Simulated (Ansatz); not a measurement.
# NaF: pressure against volume

NaF, Fm-3m, a = 4.630 Å. Ansatz: PBEsol, PAW, 420 eV, Γ-centred 8×8×8 mesh on 2 atoms, Gaussian smearing 0.02 eV; no spin polarisation. Symmetry fixes shape and atoms, so the cell is only scaled; pressure is positive in compression.

| V (Å³/atom) | P (GPa) |
| --- | --- |
| 10.919 | 8.28 |
| 11.291 | 5.64 |
| 11.664 | ? |
| 12.036 | 1.54 |
| 12.408 | -0.04 |
| 12.780 | -1.37 |
| 13.153 | -2.50 |
| 13.649 | -3.74 |

Problem. Take V0 = 12.408 Å³/atom, count pressures from its P0 = -0.04 GPa, fit the third-order Birch–Murnaghan form to the other rows, and predict the missing pressure.

Solution. With the Eulerian strain f = ½[(V0/V)^(2/3) − 1] and y = (P − P0)/[3f(1 + 2f)^(5/2)], the form is the line y = B0 + 1.5 B0 (B0′ − 4) f. Rows (f, y): 0.04448, 50.4; 0.03246, 49.8; 0.01025, 48.8; -0.00975, 47.8; -0.01906, 47.4; -0.03079, 47.0. Means f = 0.004598, y = 48.533; Σ(Δf)² = 0.004417, ΣΔfΔy = 0.2028; the slope is their ratio. y = 48.32 + 45.93 f GPa, so B0 = 48.3 GPa and B0′ = 4 + 2 × (45.93)/(3 × 48.32) = 4.63. At V = 11.664, f = 0.02104, y = 49.29 and P = 3.41 GPa. The run gave 3.42 GPa, so the fit is 0.01 GPa too low, a small miss on the scale of the series.